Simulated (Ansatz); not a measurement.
**What spin–orbit coupling does to the bands of Sb**

```
Sb
1.0
     3.08334    0.00000    0.00000
     0.00000    3.08334    0.00000
     0.00000    0.00000    3.08334
Sb
1
Direct
  0.00000 0.00000 0.00000
```

The cell is the one relaxed in the Materials Project (mp-133), not relaxed further here; entries there can be hypothetical.

Methods: DFT, PBEsol, all-electron LAPW, scalar-relativistic (Ansatz 0.2.0); DFT, PBEsol, all-electron LAPW, Dirac equation with spin-orbit coupling (Ansatz 0.2.0).

Settings: a Γ-centred 12×12×12 k mesh, Fermi–Dirac smearing of 0.05 eV, basis error target 0.5 meV/atom, no spin polarisation.

Levels between -6 and 4 eV, each run counted from its own valence-band top where it has a gap, else its Fermi level. Scalar levels are listed once for both spins; with the coupling every spinor state is counted. Levels near the edges of the range can cross them.

At Γ (0.000, 0.000, 0.000) the scalar-relativistic levels are 3.21 (×3). What are they with spin–orbit coupling?

2.60 (×2), 3.53 (×4).

At R (0.500, 0.500, 0.500) the scalar-relativistic levels are -4.56, -1.73 (×3). What are they with spin–orbit coupling?

-4.52 (×2), -2.24 (×2), -1.45 (×4).

At M (0.500, 0.500, 0.000) the scalar-relativistic levels are -3.70 (×2), 1.98. What are they with spin–orbit coupling?

-3.91 (×2), -3.47 (×2), 2.01 (×2).
